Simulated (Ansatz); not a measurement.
Wurtzite BeO was calculated with PBE (Ansatz, a program for electronic structure, PAW).

Numerical settings: plane-wave cutoff 520 eV, 18×18×8 k mesh (along the axes of the cell as run), Fermi–Dirac smearing 0.01 eV, scalar-relativistic PAW data made under PBE.

On both sides of the equilibrium volume: at 6.872 Å³/atom the pressure is 4.39 GPa and the direct gap at Γ 7.662 eV; at 7.153 Å³/atom they are -4.00 GPa and 7.253 eV. The fitted bulk modulus is 209 GPa.

Task: Work out the volume deformation potential of this gap and its pressure coefficient, in two ways.

Result: a_V = dE_g/d ln V = (7.253 − 7.662)/ln(7.153/6.872) = -10.21 eV. Since dP = −B d ln V, dE_g/dP = −a_V/B = 49 meV/GPa. Straight from the pressures: (7.662 − 7.253)/(4.39 − (-4.00)) = 49 meV/GPa. At this level and over this range the gap at Γ widens under pressure.
